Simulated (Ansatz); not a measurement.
## TaN: field gradients at two levels of theory

Cell: an entry of the Crystallography Open Database (COD).

```
Ta N
1.0
     2.93800    0.00000    0.00000
    -1.46900    2.54438    0.00000
     0.00000    0.00000    2.88300
Ta N
1 1
Direct
  0.33333 0.66667 0.50000
  0.00000 0.00000 0.00000
```

Sites (sets of like atoms) are named by element and the number of their first atom in this list.

First run. Method: Kohn–Sham DFT in Ansatz, PBE, plane waves and PAW, scalar-relativistic, collinear spin, 420 eV cutoff, Γ-centred 12×12×10 k-points, Fermi–Dirac smearing 0.02 eV. Start moments as typed (μB): 2 on each Ta, none on the rest.

| site | atom | V_zz (10²¹ V/m²) | η |
| --- | --- | --- | --- |
| Ta | 1 | 5.30 | 0.00 |
| N | 2 | 0.11 | 0.00 |

Second run. The same atoms and settings, except that spin–orbit coupling is included (fully relativistic PAW files), the mesh is 18×18×16 and the Fermi–Dirac smearing is 0.05 eV.

Question: What does the second run give?

Answer: 

```tsv
site	atom	V_zz	η	change of V_zz
Ta	1	6.05	0.00	+0.75
N	2	0.14	0.00	+0.03
```

The largest change of V_zz is on Ta, from 5.30 to 6.05. In per cent, |V_zz| changes by +14 on Ta (all sites that start above 2).

At this cell the principal stresses reach 5 GPa in size with PBE, which can matter for small gradients. With these PAW files V_zz is typically within 2 to 3 % of all-electron values, but misses above 10 % occur on Ta.
For the first run: The start moments die out, and the run ends without spin.
For the second run: Semilocal functionals make gaps too small and can close them, so the real compound need not be a metal.
